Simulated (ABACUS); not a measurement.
# GaP (F-43m) in ABACUS: equation of state, part 2 of 2

ABACUS 3.10.1. The steps go on from the part before.

**3. Equation of state, PBEsol, 19.43 Å³/atom (volume scaled by 0.96)**

Input file INPUT:

```
INPUT_PARAMETERS
suffix              GaP
calculation         scf
basis_type          pw
pseudo_dir          ./
symmetry            1
dft_functional      pbesol
ecutwfc             81
pseudo_rcut         7
nspin               1
nbands              13
ks_solver           dav
smearing_method     fd
smearing_sigma      0.00367493
scf_thr             1e-08
scf_nmax            100
mixing_type         broyden
mixing_beta         0.7
cal_force           1
cal_stress          1
kpar                4
```

Input file STRU:

```
ATOMIC_SPECIES
Ga 69.7230 Ga.upf
P 30.9738 P.upf

LATTICE_CONSTANT
1.8897261246

LATTICE_VECTORS
0.0000000000 2.6884177822 2.6884177822
2.6884177822 0.0000000000 2.6884177822
2.6884177822 2.6884177822 0.0000000000

ATOMIC_POSITIONS
Direct

Ga
0.0
1
0.0000000000 0.0000000000 0.0000000000 1 1 1

P
0.0
1
0.7500000000 0.7500000000 0.7500000000 1 1 1
```

Input file KPT:

```
K_POINTS
0
Gamma
8 8 8 0 0 0
```

Potentials or basis: PseudoDojo NC SR 0.4.1 PBEsol standard, plane waves.

The run is started by

```sh
$ OMP_NUM_THREADS=1 mpirun -np 4 abacus > log
```

Wall time 4.5 s (4 MPI ranks of Intel Xeon 6975P-C (Granite Rapids), shared host); peak memory 0.36 GiB.

The run converged. Its results:

```
Free energy            : -2266.7563 eV
Pressure               : 3.2 GPa
Band gap on the k mesh : 1.43 eV, indirect (least direct gap 2.07 eV)
```

**4. Equation of state, PBEsol, 19.84 Å³/atom (volume scaled by 0.98)**

INPUT is that of step 3.

STRU, as its differences from that of step 3:

```diff
@@ -8,5 +8,5 @@
 LATTICE_VECTORS
-0.0000000000 2.6884177822 2.6884177822
-2.6884177822 0.0000000000 2.6884177822
-2.6884177822 2.6884177822 0.0000000000
+0.0000000000 2.7069591804 2.7069591804
+2.7069591804 0.0000000000 2.7069591804
+2.7069591804 2.7069591804 0.0000000000
```

KPT is that of step 3.

The run is started by

```sh
$ OMP_NUM_THREADS=1 mpirun -np 4 abacus > log
```

Run time: 4.6 s. Hardware: 4 MPI ranks of Intel Xeon 6975P-C (Granite Rapids), shared host; peak memory 0.32 GiB.

The run converged. Its results:

```yaml
Free_energy: -2266.7675 eV
Pressure: 1.2 GPa
Band_gap_on_the_k_mesh: 1.48 eV, indirect (least direct gap 1.90 eV)
```

**5. Equation of state, PBEsol, 20.24 Å³/atom**

INPUT is that of step 4.

STRU, as its differences from that of step 4:

```diff
@@ -8,5 +8,5 @@
 LATTICE_VECTORS
-0.0000000000 2.7069591804 2.7069591804
-2.7069591804 0.0000000000 2.7069591804
-2.7069591804 2.7069591804 0.0000000000
+0.0000000000 2.7252500000 2.7252500000
+2.7252500000 0.0000000000 2.7252500000
+2.7252500000 2.7252500000 0.0000000000
```

KPT is that of step 4.

The run is started by

```sh
$ OMP_NUM_THREADS=1 mpirun -np 4 abacus > log
```

Wall time 4.7 s (4 MPI ranks of Intel Xeon 6975P-C (Granite Rapids), shared host); peak memory 0.32 GiB.

It converged, with:

* Free energy: -2266.7693 eV
* Pressure: -0.5 GPa
* Band gap on the k mesh: 1.52 eV, indirect (least direct gap 1.74 eV)

**6. Equation of state, PBEsol, 20.65 Å³/atom (volume scaled by 1.02)**

INPUT is that of step 5.

STRU, as its differences from that of step 5:

```diff
@@ -8,5 +8,5 @@
 LATTICE_VECTORS
-0.0000000000 2.7252500000 2.7252500000
-2.7252500000 0.0000000000 2.7252500000
-2.7252500000 2.7252500000 0.0000000000
+0.0000000000 2.7432985392 2.7432985392
+2.7432985392 0.0000000000 2.7432985392
+2.7432985392 2.7432985392 0.0000000000
```

KPT is that of step 5.

Potentials or basis: PseudoDojo NC SR 0.4.1 PBEsol standard, plane waves.

The run is started by

```sh
$ OMP_NUM_THREADS=1 mpirun -np 4 abacus > log
```

It took 4.8 s on 4 MPI ranks of Intel Xeon 6975P-C (Granite Rapids), shared host; peak memory 0.36 GiB.

It converged, with:

```
Free energy            : -2266.7628 eV
Pressure               : -2.1 GPa
Band gap on the k mesh : 1.52 eV, indirect (least direct gap 1.57 eV)
```

**7. Equation of state, PBEsol, 21.05 Å³/atom (volume scaled by 1.04)**

INPUT is that of step 6.

STRU, as its differences from that of step 6:

```diff
@@ -8,5 +8,5 @@
 LATTICE_VECTORS
-0.0000000000 2.7432985392 2.7432985392
-2.7432985392 0.0000000000 2.7432985392
-2.7432985392 2.7432985392 0.0000000000
+0.0000000000 2.7611126653 2.7611126653
+2.7611126653 0.0000000000 2.7611126653
+2.7611126653 2.7611126653 0.0000000000
```

KPT is that of step 6.

The run is started by

```sh
$ OMP_NUM_THREADS=1 mpirun -np 4 abacus > log
```

It took 4.6 s on 4 MPI ranks of Intel Xeon 6975P-C (Granite Rapids), shared host; peak memory 0.36 GiB.

The run converged. Its results:

```yaml
Free_energy: -2266.7488 eV
Pressure: -3.5 GPa
Band_gap_on_the_k_mesh: 1.42 eV, direct
```

**8. Equation of state, PBEsol, 21.45 Å³/atom (volume scaled by 1.06)**

INPUT is that of step 7.

STRU, as its differences from that of step 7:

```diff
@@ -8,5 +8,5 @@
 LATTICE_VECTORS
-0.0000000000 2.7611126653 2.7611126653
-2.7611126653 0.0000000000 2.7611126653
-2.7611126653 2.7611126653 0.0000000000
+0.0000000000 2.7786998443 2.7786998443
+2.7786998443 0.0000000000 2.7786998443
+2.7786998443 2.7786998443 0.0000000000
```

KPT is that of step 7.

The run is started by

```sh
$ OMP_NUM_THREADS=1 mpirun -np 4 abacus > log
```

It took 4.6 s on 4 MPI ranks of Intel Xeon 6975P-C (Granite Rapids), shared host; peak memory 0.36 GiB.

The run converged. Its results:

- Free energy: -2266.7281 eV
- Pressure: -4.7 GPa
- Band gap on the k mesh: 1.27 eV, direct

**9. Equation of state, PBEsol**

Potentials or basis: PseudoDojo NC SR 0.4.1 PBEsol standard, plane waves.

This step only gathers the single runs of the series.

Results:

| Property | Result |
| --- | --- |
| Equilibrium volume | 20.12 Å³/atom |
| Bulk modulus | 85 GPa |
| Pressure derivative of the bulk modulus | 4.5 |

Energy against volume, from the lowest point:
```tsv
volume (Å³/atom)	energy (meV/atom)
19.026	17.26
19.431	6.49
19.836	0.92
20.240	0.00
20.645	3.26
21.050	10.25
21.455	20.59
```

**10. Comparison with measurements**

Step 9. Against the measured bulk modulus of GaP, 87.5 GPa (“Phosphorous dimerization in GaP at high pressure”, 2017, arxiv:1709.06667), the calculated 85 GPa is off by -3.3 %. The fit is for a static lattice scaled at fixed shape and fixed fractional positions.
